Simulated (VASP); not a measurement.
Write the native input for VASP 6.6.1 that does the following.

```
Task                   : single point
Functional             : PBE
Potentials or basis    : VASP PAW PBE potentials, release 64 (Co, O)
Cutoff                 : 520 eV
k mesh                 : 8 × 8 × 8
Occupations            : fermi-dirac, width 0.05 eV
Spin                   : collinear spin, random start
Starting moments       : [0.56, -2.23, 0.0, 0.0] μB
Supercell matrix       : [0, 1, 1, 1, 0, 1, 1, 1, 0]
Further INCAR settings : ALGO = Fast; EDIFF = 1e-06
```

The structure of CoO lies in POSCAR:

```
CoO
1.0
   -1.4142300000      2.4495100000      2.7217200000
    2.8284500000      0.0000000000      2.7217200000
    1.4142200000      2.4495100000      0.0000000000
Co O
2 2
Direct
    0.2500000000      0.2500000000      0.7500000000
    0.7500000000      0.7500000000      0.2500000000
    0.8333300000      0.1666700000      0.5000000000
    0.3333300000      0.6666700000      0.0000000000
```

The cell was built by a generator and needn't be a form met in nature.

The input as run:

INCAR

```
SYSTEM = CoO
  PREC = Accurate
  ENCUT = 520
  EDIFF = 1E-6
  ISMEAR = -1
  SIGMA = 0.05
  LREAL = .FALSE.
  LASPH = .TRUE.
  NELM = 100
  ALGO = Fast
  ISIF = 2
  LWAVE = .FALSE.
  LCHARG = .FALSE.
  ISPIN = 2
  MAGMOM = 0.56 -2.23 0 0
  LORBIT = 11
  LMAXMIX = 4
  GGA = PE
```

KPOINTS

```
Automatic mesh
0
G
  8 8 8
  0 0 0
```

Potentials or basis: VASP PAW PBE potentials, release 64 (Co, O).

Command:

```console
$ cat potpaw_PBE.64/Co/POTCAR potpaw_PBE.64/O/POTCAR > POTCAR
$ mpirun -np 1 vasp_std > vasp.out
```

Results of the run:

```json
{
 "Pressure": "-6.0 GPa",
 "Largest force": "0.143 eV/Å",
 "Band gap on the k mesh": "none (metal or under the smearing width)",
 "Net moment": "-2.88 μB per cell",
 "Site moments": "Co -0.04, -2.45; O -0.18 μB",
 "Valence electrons inside the program's atomic spheres": "Co 7.95, 7.85; O 4.93"
}
```

Caveat: semilocal functionals often make such compounds metallic where correlation or magnetic order opens a gap, which also shifts bond lengths.

It took 4.8 min on 1 thread of AMD EPYC 9R45 (Zen 5), on a shared host, peak memory 0.21 GiB.
